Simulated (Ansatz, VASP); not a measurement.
# PbS (Galena): VASP beside Ansatz, part 2 of 2

Wanted: the spread between two codes on one cell, functional and k mesh. The cell is taken from a series of runs on this material, whose earlier steps may have relaxed, scaled, displaced or heated it; both programs get it as it stands.

VASP 6.6.1 and Ansatz 0.2.0.

So far. Step 2 (Ansatz: single point, RPBE): The run ends at a pressure of 0.78 GPa.

## Step 6: Ansatz: single point, PBE

Level of this step: Ansatz beside VASP: Kohn-Sham DFT, plane waves, PBE (Ansatz).

With cell and atoms fixed, the geometry can't cause a difference; cores, projectors, grids and the points listed under the comparison can. The cell compared in this pair holds 54.99 Å³, against 55.36 Å³ for the pair before.

The cell is taken from a series of runs on this material, whose earlier steps may have relaxed, scaled, displaced or heated it; both programs get it as it stands.

input.yaml

```yaml
crystal:
  lattice:
    - [0.0, 3.01828394, 3.01828394]
    - [3.01828394, 0.0, 3.01828394]
    - [3.01828394, 3.01828394, 0.0]
  atoms:
    - { symbol: Pb, position: [0.0, 0.0, 0.0] }
    - { symbol: S, position: [0.5, 0.5, 0.5] }
hamiltonian:
  xc: pbe
  pseudopotentials: { kind: paw }
kpoints:
  mp_grid: { grid: [6, 6, 6] }
scf:
  occupations: { method: gaussian, width: 0.03 }
  n_extra_bands: 4
output:
  forces: true
  stress: true
  eigenvalues: true
  write_density: true
  write_potential: true
  elf: true
  volumetric_format: npy
```

Run with:

```sh
$ ansatz run input.yaml --threads 2 --pin off --max-ram 4608MiB --backend cpu --events-out ev --progress --plain --runs-dir out
```

Numbers of over 12 decimals in the logs are rounded to 6 here.

What it wrote:

```text
[...]
Crystal: 2 atoms, lattice volume = 54.993 Å³
Basis set: ecut = 420 eV, 1067 PW (Γ), exchange–correlation on 60×60×60 points (8 copies of the dense FFT grid, shifted against one another)
Bands: 14, of which v1, the nominal top of the filled ones, is band 10 counted from 1 (9 counted from 0)
Symmetry: 48 space group operations
[...]
k-points: 16 of 216
[...]
--- Band table (eV; the first three rows and the last of 16) ---
  k-point 0: bands = [... 6 lower, 1.5199, 5.7202, 5.7202, 5.7202, 12.6985, 12.6985, 12.6985, 14.4725]
  k-point 1: bands = [... 6 lower, 0.8940, 5.7867, 5.7867, 6.1680, 11.0289, 11.6231, 11.6231, 14.3861]
  k-point 2: bands = [... 6 lower, -0.2761, 5.9583, 5.9583, 6.9520, 9.1569, 10.2639, 10.2639, 15.0301]
  k-point 15: bands = [... 6 lower, 0.0246, 3.2289, 4.0367, 6.0134, 10.7646, 11.9650, 12.6369, 14.3967]
[key lines of the parts left out:]
SCF converged after 6 iterations
Free energy (F): -12809.571031 eV
Fermi energy:    7.862659 eV
P = ⅓ Tr σ = -0.7290 GPa (-7.290 kbar)
```

The run ends at a pressure of -0.73 GPa.

## Step 7: VASP: single point, PBE

The same cell, functional, mesh and smearing now go to VASP, with its own data sets and cutoff.

INCAR

```
SYSTEM = PbS
PREC = Accurate
ENCUT = 520
EDIFF = 1E-06
NELM = 100
ISMEAR = 0
SIGMA = 0.03
LREAL = .FALSE.
ALGO = Normal
GGA = PE
NBANDS = 17
LORBIT = 11
LWAVE = .FALSE.
LCHARG = .FALSE.
KPAR = 2
ISIF = 2
```

POSCAR

```
PbS
1.0
    0.0000000000      3.0182839400      3.0182839400
    3.0182839400      0.0000000000      3.0182839400
    3.0182839400      3.0182839400      0.0000000000
Pb S
1 1
Direct
    0.0000000000      0.0000000000      0.0000000000
    0.5000000000      0.5000000000      0.5000000000
```

KPOINTS

```
Automatic mesh
0
Gamma
6 6 6
0 0 0
```

Potentials, in the order of the species: Pb_d_GW and S_GW (PBE family, release 64).

Run with:

```sh
$ mpirun -np 2 vasp_std
```

What it wrote:

```text
[banner, memory and clock lines left out]
running    2 mpi-ranks, on    1 nodes
[...]
LDA part: xc-table for (Slater+PW92), standard interpolation
 POSCAR, INCAR and KPOINTS ok, starting setup
[...]
entering main loop
       N       E                     dE             d eps       ncg     rms          rms(c)
DAV:   1     0.166566845201E+03    0.16657E+03   -0.10983E+04   659   0.198E+03
DAV:   2    -0.250418972539E+00   -0.16682E+03   -0.16309E+03   724   0.429E+02
DAV:   3    -0.906130377770E+01   -0.88109E+01   -0.87273E+01   850   0.991E+01
DAV:   4    -0.928666585057E+01   -0.22536E+00   -0.22511E+00   879   0.132E+01
[...]
DAV:  11    -0.876484431377E+01   -0.14581E-04   -0.77404E-05   848   0.112E-01    0.592E-03
DAV:  12    -0.876484546640E+01   -0.11526E-05   -0.42702E-06   746   0.159E-02    0.149E-03
DAV:  13    -0.876484566563E+01   -0.19922E-06   -0.23856E-07   479   0.792E-03
   1 F= -.87648457E+01 E0= -.87648457E+01  d E =-.106695E-32
```

OUTCAR, selected parts (step 7):

```text
  Total       -0.2768750     -0.2768750     -0.2768750     -0.0000000     -0.0000000      0.0000000
  in kB       -8.0664792     -8.0664792     -8.0664792     -0.0000000     -0.0000000      0.0000000
  external PRESSURE =      -8.0664792 kB  Pullay stress =       0.0000000 kB

 POSITION                                       TOTAL-FORCE (eV/Angst)
 -----------------------------------------------------------------------------------
      0.00000      0.00000      0.00000         0.000000      0.000000     -0.000000
      3.01828      3.01828      3.01828        -0.000000     -0.000000      0.000000
 -----------------------------------------------------------------------------------
    total drift:                                0.000000     -0.000000     -0.000000

  FREE ENERGIE OF THE ION-ELECTRON SYSTEM (eV)
  ---------------------------------------------------
  free  energy   TOTEN  =        -8.7648456656 eV

  energy  without entropy=       -8.7648456656  energy(sigma->0) =       -8.76484567

[... 1 part as in an earlier step ...]

[... 2 further parts left out ...]
[key lines of the parts left out:]
E-fermi :   3.4042
```

The run ends at a pressure of -0.81 GPa.

## Step 8: Side by side

Compared:

| quantity | Ansatz | VASP | difference |
| --- | --- | --- | --- |
| pressure (GPa) | -0.73 | -0.81 | +0.08 |
| gap on the k mesh (eV) | 0.538 | 0.543 | -0.005 |

A gap on the mesh is an upper bound, since the band edges may lie between its points; neither run holds spin-orbit coupling, which can move the band edges of a compound of Pb.

## Step 9: What the set-up changes

Further runs change the set-up of one program: Ansatz's method, potentials or start, or VASP's data sets, cutoff or form of LDA. The table gives Ansatz less VASP for each quantity, since a change that brings one quantity closer may part another.

| run | pressure (GPa) | gap on the k mesh (eV) |
| --- | --- | --- |
| as above | 0.078 | -0.0051 |
| VASP with the data sets Pb_d and S_h and a cutoff of 650 eV | 0.0090 | -0.0058 |

## Step 10: Outcome

| Quantity | Value |
| --- | --- |
| difference in gap on the k mesh (single point, RPBE) | -0.0050 eV |
| difference in gap on the k mesh (single point, PBE) | -0.0051 eV |

**Reading.** The difference in gap on the k mesh is -0.0051 eV (single point, PBE), within the 0.08 eV picked in this series as the mark of a large difference. Single point, RPBE, VASP with the data sets Pb_d and S_h and a cutoff of 650 eV: the difference in pressure goes from 0.094 to 0.0066 GPa. Single point, PBE, VASP with the data sets Pb_d and S_h and a cutoff of 650 eV: the difference in pressure goes from 0.078 to 0.0090 GPa. How closely two codes agree says nothing of how well the functional describes the real material.

[Lines on the potential files, build, host, timing and source positions are cut from VASP's logs without a mark.]

[Logs are printed without paths, hosts, clocks, repeated set-up lines and the standing remarks that a program may print on its own settings, such as how far it seeks lower states.]

[Hosts, paths, dates, database ids (printed as entryN), source tags and the programs' standing remarks are cut or masked in the printed files.]
